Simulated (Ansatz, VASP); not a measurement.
## CdS in VASP and in Ansatz

```
Cd S
1.0
     4.12097    0.00000    0.00000
    -2.06049    3.56887    0.00000
     0.00000    0.00000    6.72643
Cd S
2 2
Direct
  0.33333 0.66667 0.00000
  0.66667 0.33333 0.50000
  0.33333 0.66667 0.38500
  0.66667 0.33333 0.88500
```

Change from the starting cell: volume scaled by 0.99, PAW files.

Alike in both runs: task electric field gradients; functional LDA; k mesh 8 × 8 × 4; occupations fermi-dirac, width 0.02 eV; no spin polarisation.

|  | VASP | Ansatz |
| --- | --- | --- |
| version | VASP 6.6.1 | Ansatz 0.2.0 |
| potentials or method | VASP PAW LDA potentials, release 64 (Cd, S) | PAW with Ansatz's default frozen-core files, scalar-relativistic |
| plane-wave cutoff (eV) | 520 | 420 |
| valence electrons in the cell | 36 | 52 |

```tsv
	VASP	Ansatz	Ansatz less VASP
gap on the k mesh at the Fermi level (eV)	0.99	0.97	-0.028
pressure (GPa)	-1.7	-2.2	-0.48
largest component of the traceless stress (GPa)	1.36	1.28	-0.080
rms of the force components (eV/Å)	0.149	0.142	-0.0064
Vzz of the field gradient on the site that differs most (V/Å²)	36.3	31.2	-5.06
```

Atom by atom the forces differ by 0.006 eV/Å (rms over components). The two sets of potentials don't hold the same shells in valence. Ansatz warned: «gradients_without_spin_orbit».
